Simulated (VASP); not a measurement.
Here is a VASP 6.6.1 calculation.

Contents of POSCAR:

```
Cu
1.0
    2.2884509792      0.0000000000      0.0000000000
    0.0000000000      2.2884509792      0.0000000000
    0.0000000000      0.0000000000      2.2884509792
Cu
1
Direct
    0.0000000000      0.0000000000      0.0000000000
```

Contents of INCAR.step1:

```
SYSTEM = Cu
PREC     = Accurate       ! precision mode
ENCUT    = 520            ! plane-wave cutoff, eV
ISMEAR   = 0              ! smearing method
SIGMA    = 0.1            ! smearing width, eV
LREAL    = .FALSE.        ! projectors in reciprocal space
LASPH    = .TRUE.         ! aspherical terms in the spheres
NELM     = 100            ! most SCF steps
NBANDS   = 12             ! bands
GGA      = PE             ! functional
ALGO     = Normal         ! electronic algorithm
EDIFF    = 1E-4           ! SCF threshold, eV
LWAVE    = .TRUE.         ! write WAVECAR
LCHARG   = .FALSE.        ! write CHGCAR
```

INCAR.step2

```
SYSTEM = Cu
PREC     = Accurate       ! precision mode
ENCUT    = 520            ! plane-wave cutoff, eV
EDIFF    = 1E-6           ! SCF threshold, eV
ISMEAR   = 0              ! smearing method
SIGMA    = 0.1            ! smearing width, eV
LREAL    = .FALSE.        ! projectors in reciprocal space
LASPH    = .TRUE.         ! aspherical terms in the spheres
NELM     = 100            ! most SCF steps
ALGO     = Normal         ! electronic algorithm
ISIF     = 2              ! what is computed and relaxed
LWAVE    = .FALSE.        ! write WAVECAR
LCHARG   = .FALSE.        ! write CHGCAR
METAGGA  = R2SCAN         ! meta-GGA
LMIXTAU  = .TRUE.       
NBANDS   = 12             ! bands
ISTART   = 1
```

KPOINTS

```
Automatic mesh
0
G
  8 8 8
  0 0 0
```

Potentials or basis: VASP PAW PBE potentials, release 64 (Cu).

The run is started by

```bash
$ cat potpaw_PBE.64/Cu/POTCAR > POTCAR
$ cp INCAR.step1 INCAR
$ mpirun -np 1 vasp_std > vasp.out
$ cp INCAR.step2 INCAR
$ mpirun -np 1 vasp_std > vasp.out
```

(1) What does it give for the pressure?

(2) Predict the band gap on the k mesh.

## Answers

(1) 16.6 GPa.

(2) none (metal or under the smearing width).

Caveat: so large a pressure means that the cell lies far from this level's equilibrium, or that cutoff or potentials fall short; the potentials were made for another functional, which shifts forces and pressure.
